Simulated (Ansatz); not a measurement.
Ga:

```xyz
2
Lattice="1.4500 -4.0650 0.0000 1.4500 4.0650 0.0000 0.0000 0.0000 3.1700" Properties=species:S:1:pos:R:3 pbc="T T T"
Ga    1.4500    2.9837    2.3775
Ga    1.4500   -2.9837    0.7925
```

This isn't the form of Ga at room conditions, which is orthorhombic.

Below is the output of Ansatz 0.2.0 for this cell. Logs are shortened: lines on timing, memory, paths and dates and some standing lists are left out, and cuts for length are marked.

```text
Warning: RAYON_NUM_THREADS=2 ignored (pool sized by the plan → 2); use --threads N
Engine: ansatz 0.2.0, x86_64-unknown-linux-gnu
Pseudopotentials: kind: paw
Pseudopotential: Ga, paw, valence charge 13, recommended cutoff 420 eV (normal), Ga.paw.azcp
Functional definition: PBEsol
  exchange = pbesol_x
  correlation = pbesol_c
Crystal: 2 atoms, lattice volume = 37.370 Å³
Basis set: ecut = 420 eV, 723 PW (Γ), exchange–correlation on 60×60×48 points (8 copies of the dense FFT grid, shifted against one another)
Bands: 17, of which v1, the nominal top of the filled ones, is band 13 counted from 1 (12 counted from 0)
Symmetry: 8 space group operations
Space group: Cmcm (ITA 63), of the structure as read, at distance tolerance 3.3e-5 Å
k-points: 155 of 800
Non-local potential: Ga, projectors of the file, l = 0: 2, l = 1: 2, l = 2: 3, l = 3: 1
PAW form: soft (Blöchl's): semilocal exchange-correlation on the pseudo side does not see the compensation charge
PAW frozen core: Ga, regenerated for the run's functional, and the local potential with it (the file was generated under x = pbe(κ = 0.804, μ = 0.2195149727645171), c = pbe(β = 0.06672455060314922))
PAW one-centre angular grid: Ga, 590 points (default); XC on 64 Gauss nodes
Initial density: superposition of atomic densities (neutral atoms: chi_scale 0, normalization atom), corrected by the library's trained network
Initial wavefunctions: pseudopotential atomic-orbital guess
Functional: x = pbesol(κ = 0.804, μ = 0.12345679012345678), c = pbesol(β = 0.046)
SCF iter   1: F=—  HF=-7486.381428 eV  |F-HF|=—  |Δ(HF+E_count)|=         —  Δρ=1.99e-3  dr2=1.17e-3  ethr=1.77e-3  ⟨swp⟩=5.6  Hψ=12354  notcnv=0
preconditioner: auto → Kerker (q_TF=auto, 2.568 Å⁻¹)  [metal: Δε(μ)=0.101 eV  Ē_g=17.083 eV  σ=0.050 eV  W_gap=0.45  n_scr=12 (ndim 8)  ℏωp=31.0 eV  f_vac=0.000  D(μ)=0.33/eV (n_scr^D=0)]
SCF iter   2: F=—  HF=-7486.380172 eV  |F-HF|=—  |Δ(HF+E_count)|=   1.26e-3  Δρ=1.07e-3  dr2=4.33e-4  ethr=4.49e-6  ⟨swp⟩=2.0  Hψ=5567  notcnv=0
SCF iter   3: F=—  HF=-7486.380112 eV  |F-HF|=—  |Δ(HF+E_count)|=   6.02e-5  Δρ=4.35e-4  dr2=1.02e-4  ethr=1.66e-6  ⟨swp⟩=1.1  Hψ=2782  notcnv=0
SCF iter   4: F=—  HF=-7486.380088 eV  |F-HF|=—  |Δ(HF+E_count)|=   2.32e-5  Δρ=9.56e-5  dr2=5.51e-6  ethr=3.92e-7  ⟨swp⟩=3.0  Hψ=4645  notcnv=0
SCF iter   5: F=—  HF=-7486.380085 eV  |F-HF|=—  |Δ(HF+E_count)|=   3.87e-6  Δρ=1.23e-4  dr2=2.59e-6  ethr=2.12e-8  ⟨swp⟩=2.0  Hψ=4635  notcnv=0
SCF iter   6: F=—  HF=-7486.380083 eV  |F-HF|=—  |Δ(HF+E_count)|=   1.79e-6  Δρ=2.89e-5  dr2=1.79e-7  ethr=9.95e-9  ⟨swp⟩=2.0  Hψ=4168  notcnv=0
SCF iter   7: F=-7486.380083 eV  HF=-7486.380083 eV  |F-HF|=1.77e-8  |Δ(HF+E_count)|=   1.79e-7  Δρ=7.88e-6  dr2=1.20e-8  ethr=3.85e-10  ⟨swp⟩=9.2  Hψ=19306  notcnv=0
[... 63 lines left out ...]
E sigma→0 (E₀):  -7486.361159 eV
Entropy (-TS):   -0.004350 eV (-2.175 meV/atom)
Fermi energy:    11.389345 eV
--- Per-component energies (eV) ---
  E_band       = -36.260640
  E_kinetic    = 232.811651
  E_local      = -3442.272470  (includes V_loc(G=0)·N_el)
  E_nonlocal   = 847.362461
  E_hartree    = 1628.503144
  E_xc         = -139.283469
  E_vxc        = -118.836200  (∫ρ·V_xc dr)
  E_paw        = -3893.037789  (= ΣΔE_a)
  E_vpaw       = -812.332134  (= ΣTr[D̂ρ^β])
  E_aug_tail   = -0.000211  (compensation charges beyond the density's cutoff)
  E_ewald      = -2722.168257
  E_core_change = 1.725956  (= ΣΔE_core)
  E_smearing   = -0.004350  (= −TS)
  E_closure    = 0.000000  (closes the sum)
  Σ components = -7486.363334   (vs F -7486.363334, Δ=0.00e0)
--- Forces (eV/Å), atoms counted from 1 ---
  atom   1  Ga     0.00000000    -0.00161486     0.00000000
  atom   2  Ga     0.00000000     0.00161486     0.00000000
  max |Σ_I F_I| component: 0.00e0 eV/Å
--- Stress (GPa, compression-positive) ---
        5.006344       0.000000       0.000000
        0.000000       4.997456       0.000000
        0.000000       0.000000       5.035665
  P = ⅓ Tr σ = 5.0132 GPa (50.132 kbar)
--- Band table (eV; the first three rows and the last of 155) ---
  k-point 0: bands = ["-4.0520", "-4.0040", "-3.9565", "-3.9384", "-3.6478", "-3.6256", "-3.5789", "-3.5750", "-3.5575", "-3.3887", "-0.8573", "8.5814", "9.7126", "13.9764", "17.8466", "20.4634", "21.6397"]
  k-point 1: bands = ["-4.0369", "-4.0092", "-3.9378", "-3.9153", "-3.6747", "-3.6659", "-3.5796", "-3.5404", "-3.5362", "-3.4227", "-0.6048", "8.8812", "9.6431", "12.0522", "20.4735", "20.7034", "21.1375"]
  k-point 2: bands = ["-4.0521", "-3.9450", "-3.9226", "-3.8457", "-3.7202", "-3.7188", "-3.5938", "-3.5038", "-3.5027", "-3.5014", "0.1597", "8.0244", "9.7598", "11.2561", "18.1848", "18.3438", "21.3944"]
  k-point 154: bands = ["-3.9544", "-3.9544", "-3.9101", "-3.9101", "-3.6743", "-3.6743", "-3.5664", "-3.5664", "-3.5569", "-3.5569", "5.2531", "5.2531", "6.4972", "6.4972", "22.4394", "22.4394", "23.5715"]
--- Relaxed structure (5 steps of the walk, 5 accepted, 1 SCFs on fresh bases) ---
  F+E_penalty+E_count = -7486.36333394 eV   max|allowed force component| = 1.615e-3 eV/Å   (the final SCF, on the basis selected at the relaxed cell)
  cell:  # Å, volume = 33.4371 Å³
    - [1.3672942329803779, -3.9532337620569793, 0.0]
    - [1.3672942329803779, 3.9532337620569793, 0.0]
    - [0.0, 0.0, 3.093026285030193]
  atoms:
    - { symbol: Ga, position: [0.1344931823394161, 0.8655068176605841, 0.7500000000000001] }
    - { symbol: Ga, position: [0.8655068176605841, 0.1344931823394161, 0.25000000000000006] }
```

What input gives this log?

Relaxation of cell and atoms with PBEsol, no spin polarisation. The files as run (others can give the same):

input.yaml
```yaml
crystal:
  lattice:
    - [1.45, -4.065, 0.0]
    - [1.45, 4.065, 0.0]
    - [0.0, 0.0, 3.17]
  atoms:
    - { symbol: Ga, position: [0.133, 0.867, 0.75] }
    - { symbol: Ga, position: [0.867, 0.133, 0.25] }
hamiltonian:
  xc: pbesol
  pseudopotentials: { kind: paw }
kpoints:
  mp_grid: { grid: [10, 10, 8] }
scf:
  occupations: { method: fermi_dirac, width: 0.05 }
output:
  forces: true
  stress: true
  eigenvalues: true
  write_density: true
  write_potential: true
  elf: true
  volumetric_format: npy
relax:
  f_tol: 0.01
  max_steps: 40
  cell: { stress_tol: 0.05, p_target: 5.0 }
```

Potentials or basis: Ansatz PAW.
Run with:
```console
$ ansatz run input.yaml --threads 2 --pin off --max-ram 5632MiB --backend cpu --events-out ev --progress --plain --runs-dir out
```

Caveat: the plane-wave basis is chosen anew once the cell has moved, so the energies of steps on either side of that aren't comparable; the PAW data sets come from PBE, with cores solved anew for the run's functional, which leaves a small shift of forces and pressure.
